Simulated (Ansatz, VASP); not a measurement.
## Two plane-wave programs on CuAu

```
CELL_PARAMETERS angstrom
2.80000 0.00000 0.00000
0.00000 2.80000 0.00000
0.00000 0.00000 3.48650
ATOMIC_POSITIONS crystal
Cu 0.50000 0.50000 0.50000
Au 0.00000 0.00000 0.00000
```

Change from the starting cell: strain +0.000 along x and y, -0.050 along z, atoms carried along.

Alike in both runs: task single point; functional PBE; k mesh 18 × 18 × 14; occupations gaussian, width 0.15 eV; no spin polarisation.

|  | VASP | Ansatz |
| --- | --- | --- |
| version | VASP 6.6.1 | Ansatz 0.2.0 |
| potentials or method | VASP PAW PBE potentials, release 64 (Cu, Au) | scalar-relativistic, plane waves, PAW |
| plane-wave cutoff (eV) | 520 | 420 |
| valence electrons in the cell | 22 | 38 |

Ansatz gave:

| Property | Result |
| --- | --- |
| gap on the k mesh at the Fermi level (eV) | none |
| pressure (GPa) | 16.8 |
| largest component of the traceless stress (GPa) | 0.02 |

What did VASP give for the same quantities?

gap on the k mesh at the Fermi level (eV): none; pressure (GPa): 17.0; largest component of the traceless stress (GPa): 0.08.

A gap of «none» marks a metal or a gap that the smearing closes. The two sets of potentials don't hold the same shells in valence.

Caveats: so large a pressure means that the cell lies far from this level's equilibrium, or that cutoff or potentials fall short (VASP). Spin-orbit coupling is left out, which matters for the levels of Au.
